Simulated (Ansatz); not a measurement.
CdS:

```
CELL_PARAMETERS angstrom
4.26117 0.00000 0.00000
-2.13058 3.69028 0.00000
0.00000 0.00000 5.80417
ATOMIC_POSITIONS crystal
Cd 0.00000 0.00000 0.44269
S 0.66667 0.33333 0.43431
```

Measurements of this composition are mostly on another form, of space group No. 186.

Program: Ansatz 0.2.0. Alike in all runs: task band structure; potentials or basis Ansatz PAW; no spin polarisation; cell as given; k mesh 4 × 4 × 3; cutoff (eV) 420; smearing fermi-dirac 0.05 eV; the mesh is coarse, so values aren't converged.

Q: Order these runs on this cell by their band gap on the k mesh, lowest first.
A. level HSE03
B. level B3LYP
C. level PBEsol0
D. level HSE06
E. level HF

A: A (2.28 eV), D (2.49 eV), B (2.69 eV), C (3.12 eV), E (8.37 eV).

Caveats: all runs use coarse meshes.

